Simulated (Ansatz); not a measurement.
Crystal: Ge.

```
CELL_PARAMETERS angstrom
2.71047 0.00000 0.00000
0.00000 2.71047 0.00000
0.00000 0.00000 2.71047
ATOMIC_POSITIONS crystal
Ge 0.00000 0.00000 0.00000
```

The cell was built by a generator and needn't be a form met in nature.

| Quantity | Value |
| --- | --- |
| Program | Ansatz 0.2.0 |
| Task | relaxation of cell and atoms |
| Functional | HF |
| Potentials or basis | Ansatz PAW |
| Cutoff | 420 eV (not typed: the program's choice for these potentials) |
| k mesh | 5 × 5 × 5 |
| Occupations | fermi-dirac, width 0.05 eV |
| Spin | no spin polarisation |

At the start: volume 19.91 Å³/atom.

Question: How do energy, volume and symmetry change on relaxing?

Answer: It ends after 5 steps and the volume is 21.09 Å³/atom (+5.9 %); space group Pm-3m (No. 221, to 0.05 Å).

Step by step:
```csv
step,energy change (eV),largest force (eV/Å),volume (Å³)
1,0.0000,0.0000,19.91
2,-0.0137,0.0000,21.46
3,-0.0153,0.0000,21.13
4,-0.0153,0.0000,21.09
5,-0.0160,0.0000,21.09
```

Final structure:
```cif
data_structure
_symmetry_space_group_name_H-M 'P 1'
_symmetry_Int_Tables_number 1
_cell_length_a 2.7631
_cell_length_b 2.7631
_cell_length_c 2.7631
_cell_angle_alpha 90.000
_cell_angle_beta 90.000
_cell_angle_gamma 90.000
_cell_volume 21.09
loop_
_atom_site_label
_atom_site_type_symbol
_atom_site_fract_x
_atom_site_fract_y
_atom_site_fract_z
_atom_site_occupancy
Ge1 Ge 0.00000 0.00000 0.00000 1
```

Caveat: the k mesh is coarse (spacing up to 0.46 Å⁻¹), so the values aren't converged, least of all with exact exchange; the plane-wave basis is chosen anew once the cell has moved, so the energies of steps on either side of that aren't comparable; the PAW data sets come from PBE, with cores solved anew for the run's functional, which leaves a small shift of forces and pressure.
